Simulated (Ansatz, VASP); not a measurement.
HfO2: VASP beside Ansatz

The input INCAR:

```
SYSTEM = HfO2
  PREC = Accurate
  ENCUT = 520
  EDIFF = 1E-8
  ISMEAR = -1
  SIGMA = 0.01
  LREAL = .False.
  LASPH = .True.
  NELM = 100
  ALGO = Normal
  ISIF = 2
  LWAVE = .False.
  LCHARG = .False.
  GGA = PE
  LEFG = .True.
  NBANDS = 18
```

KPOINTS

```
regular mesh
0
Gamma
  9 9 9
  0 0 0
```

Contents of POSCAR:

```
HfO2
1.0
    0.0000000000      2.6076597933      2.6076597933
    2.6076597933      0.0000000000      2.6076597933
    2.6076597933      2.6076597933      0.0000000000
Hf O
1 2
Direct
    0.0000000000      0.0000000000      0.0000000000
    0.2500000000      0.2500000000      0.2500000000
    0.7500000000      0.7500000000      0.7500000000
```

Input for Ansatz:

```yaml
crystal:
  lattice:
    - [0.0, 2.6076597933, 2.6076597933]
    - [2.6076597933, 0.0, 2.6076597933]
    - [2.6076597933, 2.6076597933, 0.0]
  atoms:
    - { symbol: Hf, position: [0.0, 0.0, 0.0] }
    - { symbol: O, position: [0.25, 0.25, 0.25] }
    - { symbol: O, position: [0.75, 0.75, 0.75] }
kpoints:
  mp_grid: { grid: [9, 9, 9] }
scf:
  occupations: { method: fermi_dirac, width: 0.01 }
hamiltonian:
  xc: pbe
  pseudopotentials: { kind: all_electron, datasets: crystal }
output:
  forces: true
  stress: true
  eigenvalues: true
  efg: { contact_densities: true }
```

Change from the starting cell: volume scaled by 1.06, crystal datasets.

Alike in both runs: task electric field gradients; functional PBE; k mesh 9 × 9 × 9; occupations fermi-dirac, width 0.01 eV; no spin polarisation.

```csv
,VASP,Ansatz
version,VASP 6.6.1,Ansatz 0.2.0
potentials or method,"VASP PAW PBE potentials, release 64 (Hf_pv, O)","all-electron PAW with datasets made for the crystal, scalar-relativistic"
plane-wave cutoff (eV),520,see its input
```

Ansatz gave:

* gap on the k mesh at the Fermi level (eV): 3.66
* pressure (GPa): -14.6
* Vzz of the field gradient on the site that differs most (V/Å²): 0.0

Problem. Estimate VASP's values.

Solution. gap on the k mesh at the Fermi level (eV): 3.66; pressure (GPa): -17.6; Vzz of the field gradient on the site that differs most (V/Å²): 0.0.

Ansatz ran all-electron here, so the differences hold the error of VASP's frozen core and of both bases. Ansatz warned: «gradients_without_spin_orbit».

Caveats: so large a pressure means that the cell lies far from this level's equilibrium, or that cutoff or potentials fall short (VASP); spin-orbit coupling is left out, which moves the levels of the heavy elements; an odd mesh through Γ misses points on the zone boundary, where band edges often lie.
